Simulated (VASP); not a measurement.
# Results of a VASP single-point calculation on SnO2 (fluorite)

POSCAR

```
Sn O
 1.0000000000000000
     0.0000000000000000    2.5334669720086236    2.5334669720086236
     2.5334669720086236    0.0000000000000000    2.5334669720086236
     2.5334669720086236    2.5334669720086236    0.0000000000000000
 Sn  O
   1   2
Cartesian
 -0.0000000000000000  0.0000000000000000  0.0000000000000000
  1.2667334860043118  1.2667334860043118  1.2667334860043118
  3.8002004580129354  3.8002004580129354  3.8002004580129354
```

```json
{
 "gap between bands v and c": "2.36 eV",
 "least direct gap": "3.83 eV"
}
```

Band v is the last that the valence electrons fill when counted band by band, and c is the next. Levels in eV from the top of v:

| point | v−1 | v | c | c+1 |
| --- | --- | --- | --- | --- |
| Γ | -1.47 | -1.47 | 2.36 | 9.55 |
| X | -0.21 | -0.15 | 5.60 | 9.72 |
| W | -0.36 | 0.00 | 7.00 | 11.51 |
| K | -0.79 | -0.19 | 6.68 | 11.37 |
| L | -2.34 | -2.34 | 7.40 | 10.52 |

Q: Which of these levels of theory gave these results?
A. PBE with spin–orbit coupling
B. HSE06
C. PBEsol
D. PBE
E. PBE0
F. LDA
G. r²SCAN

A: E.

The INCAR was:

```
ISIF = 2
ISTART = 1
ISMEAR = 0
HFRCUT = -1
PRECFOCK = Fast
ALGO = Normal
NELM = 120
PREC = Accurate
LWAVE = .FALSE.
LASPH = .TRUE.
LCHARG = .FALSE.
EDIFF = 1E-7
SIGMA = 0.01
NBANDS = 20
ENCUT = 520
LREAL = .FALSE.
IBRION = -1
NSW = 0
AEXX = 0.25
GGA = PE
LHFCALC = .TRUE.
```
